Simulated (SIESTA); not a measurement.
## MgO under changes of volume

One of the cells (9.406 Å³/atom); the others are scaled copies at fixed shape and fractional positions:

```
Mg O
1.0
     0.00000    2.11089    2.11089
     2.11089    0.00000    2.11089
     2.11089    2.11089    0.00000
Mg O
1 1
Direct
  0.00000 0.00000 0.00000
  0.50000 0.50000 0.50000
```

The cell is a database's computed one.

| Item | Value |
| --- | --- |
| Program | SIESTA 5.4.2 |
| Functional | PBEsol |
| Potentials or basis | PseudoDojo 0.4 standard (PBEsol files) |
| Basis | DZP (energy shift 0.003 Ry; two zetas on semicore shells) |
| Grid cutoff | 800 Ry |
| Energy shift | 0.003 Ry |
| k mesh | 11 × 11 × 11 |
| Occupations | fermi-dirac, width 0.05 eV |
| Spin | no spin polarisation |

```tsv
volume (Å³/atom)	energy over the lowest point (meV/atom)	pressure (GPa)	gap on the mesh (eV)
8.668	45.23	17.9	5.31
8.853	?	?	?
9.037	14.25	9.4	4.88
9.406	0.95	2.4	4.48
9.590	0.00	-0.7	4.30
9.775	2.33	-3.3	4.12
```

Q: What does the run at 8.853 Å³/atom give?

A: Energy over the lowest point 27.26 meV/atom; pressure 13.4 GPa; gap on the mesh 5.09 eV.

Worked out: A Birch-Murnaghan fit of order 3 (a polynomial in V^(-2/3)) to the other rows has its minimum at 9.55 Å³/atom with B0 = V·E''(V) = 153 GPa and B' = 3.8. It gives 27.27 meV/atom at 8.853 Å³/atom, against the run's 27.26, and -dE/dV = 13.4 GPa, against 13.4. A straight line through the other rows of the gap, of slope -9.91 eV per unit of ln V (its deformation potential), gives 5.09 eV, against the run's 5.09.

Energies are extrapolated to zero smearing.

Caveats: an odd mesh through Γ misses points on the zone boundary, where band edges often lie; the basis of atomic orbitals isn't converged, which shifts pressures, moduli and gaps.
